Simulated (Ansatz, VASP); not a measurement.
# La: VASP beside Ansatz

The input INCAR:

```
SYSTEM = La
ALGO     = Normal         ! electronic algorithm
EDIFF    = 1E-6           ! SCF threshold, eV
ENCUT    = 520            ! plane-wave cutoff, eV
GGA      = PE             ! functional
ISIF     = 2              ! what is computed and relaxed
ISMEAR   = -1             ! smearing method
LASPH    = .True.         ! aspherical terms in the spheres
LCHARG   = .False.        ! write CHGCAR
LREAL    = .False.        ! projectors in reciprocal space
LWAVE    = .False.        ! write WAVECAR
NBANDS   = 12             ! bands
NELM     = 100            ! most SCF steps
PREC     = Accurate       ! precision mode
SIGMA    = 0.03           ! smearing width, eV
```

Contents of KPOINTS:

```
k-points
0
Gamma
  4 4 4
  0 0 0
```

File POSCAR:

```
La
1.0
   -2.1238310710      2.1238310710      2.1238310710
    2.1238310710     -2.1238310710      2.1238310710
    2.1238310710      2.1238310710     -2.1238310710
La
1
Direct
    0.0000000000      0.0000000000      0.0000000000
```

File input.yaml:

```yaml
crystal:
  lattice:
    - [-2.123831071, 2.123831071, 2.123831071]
    - [2.123831071, -2.123831071, 2.123831071]
    - [2.123831071, 2.123831071, -2.123831071]
  atoms:
    - { symbol: La, position: [0.0, 0.0, 0.0] }
kpoints:
  mp_grid: { grid: [4, 4, 4] }
scf:
  occupations: { method: fermi_dirac, width: 0.03 }
hamiltonian:
  xc: pbe
  pseudopotentials: { kind: all_electron, lapw: { basis_error: 0.003 } }
output:
  forces: true
  stress: true
  eigenvalues: true
```

This isn't the form of La at room conditions, which is double hcp.

Alike in both runs: task single point; functional PBE; k mesh 4 × 4 × 4; occupations fermi-dirac, width 0.03 eV; no spin polarisation.

|  | VASP | Ansatz |
| --- | --- | --- |
| version | VASP 6.6.1 | Ansatz 0.2.0 |
| potentials or method | VASP PAW PBE potentials, release 64 (La) | all-electron LAPW, scalar-relativistic |
| plane-wave cutoff (eV) | 520 | see its input |

|  | VASP | Ansatz | Ansatz less VASP |
| --- | --- | --- | --- |
| gap on the k mesh at the Fermi level (eV) | none | none | - |
| pressure (GPa) | -1.0 | -1.0 | +0.01 |

A gap of «none» marks a metal or a gap that the smearing closes. Ansatz ran all-electron here, so the differences hold the error of VASP's frozen core and of both bases.

Caveats: the k mesh is coarse (spacing up to 0.52 Å⁻¹), so the values aren't converged. Spin-orbit coupling is left out, which matters for the levels of La.
